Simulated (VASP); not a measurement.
Write the native input for VASP 6.6.1 that does the following.

```
Task                   : relaxation of cell and atoms
Functional             : rev-vdW-DF2
Potentials or basis    : VASP PAW PBE potentials, release 64 (Sn_d, O)
Cutoff                 : 600 eV
k mesh                 : 8 × 8 × 6
Occupations            : gaussian, width 0.03 eV
Spin                   : no spin polarisation
Further INCAR settings : ALGO = Normal; EDIFF = 1e-06; IBRION = 2; EDIFFG = -0.01; NSW = 90; ISIF = 3
```

The structure of SnO (Romarchite) lies in POSCAR:

```
SnO
1.0
    3.7986000000      0.0000000000      0.0000000000
    0.0000000000      3.7986000000      0.0000000000
    0.0000000000      0.0000000000      4.8408000000
Sn O
2 2
Direct
    0.5000000000      0.0000000000      0.2369000000
    0.0000000000      0.5000000000      0.7631000000
    0.0000000000      0.0000000000      0.0000000000
    0.5000000000      0.5000000000      0.0000000000
```

The input as run:

INCAR

```
AGGAC = 0.0 ; ALGO = Normal
EDIFF = 1E-6 ; EDIFFG = -0.01
ENCUT = 600 ; GGA = MK
IBRION = 2 ; ISIF = 3
ISMEAR = 0 ; LASPH = True
LCHARG = False ; LREAL = False
LUSE_VDW = True ; LWAVE = False
NELM = 80 ; NSW = 90
PARAM1 = 0.1234 ; PARAM2 = 0.711357
PREC = Accurate ; SIGMA = 0.03
ZAB_VDW = -1.8867
```

KPOINTS

```
k-points
0
Gamma
  8 8 6
```

Potentials or basis: VASP PAW PBE potentials, release 64 (Sn_d, O).

Run with:

```console
$ cat potpaw_PBE.64/Sn_d/POTCAR potpaw_PBE.64/O/POTCAR > POTCAR
$ mpirun -np 1 vasp_std > vasp.out
```

It gave:

* Relaxed volume: 17.96 Å³/atom
* Relaxed cell: a = 3.845 Å, b = 3.845 Å, c = 4.859 Å, α = 90.00°, β = 90.00°, γ = 90.00°
* Space group after relaxing (to 0.05 Å): P4/nmm (No. 129)
* Energy gained by relaxing: 6.5 meV/atom
* Ionic steps: 8
* Pressure after relaxing: -0.1 GPa
* Band gap on the k mesh: 0.24 eV, indirect (least direct gap 2.06 eV)

Caveat: the PAW data sets were made with another functional, which shifts forces and pressure a little; spin-orbit coupling is left out, which moves the levels of the heavy elements.

Wall time 5.3 min on 1 thread of Intel(R) Xeon(R) 6975P-C (Granite Rapids) (shared host), peak memory 0.47 GiB.
